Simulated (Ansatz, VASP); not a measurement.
## C: VASP beside Ansatz

```
C
1.0
     0.00000    1.83607    1.68918
     1.83607    0.00000    1.68918
     1.83607    1.83607    0.00000
C
2
Direct
  0.50000 0.50000 0.50000
  0.75000 0.75000 0.75000
```

Alike in both runs: task single point; functional PBE; k mesh 12 × 12 × 12; occupations gaussian, width 0.05 eV; no spin polarisation.

|  | VASP | Ansatz |
| --- | --- | --- |
| version | VASP 6.6.1 | Ansatz 0.2.0 |
| potentials or method | VASP PAW PBE potentials, release 64 (C) | scalar-relativistic, plane waves, PAW |
| plane-wave cutoff (eV) | 520 | 420 |
| valence electrons in the cell | 8 | 8 |

```csv
,VASP,Ansatz,Ansatz less VASP
gap on the k mesh at the Fermi level (eV),2.12,2.12,+0.006
least direct gap on the mesh (eV),4.20,4.20,+0.004
pressure (GPa),0.8,0.2,-0.65
largest component of the traceless stress (GPa),46.98,47.02,+0.039
```

With one functional, cell and mesh, what is left measures potentials, basis and numerics.
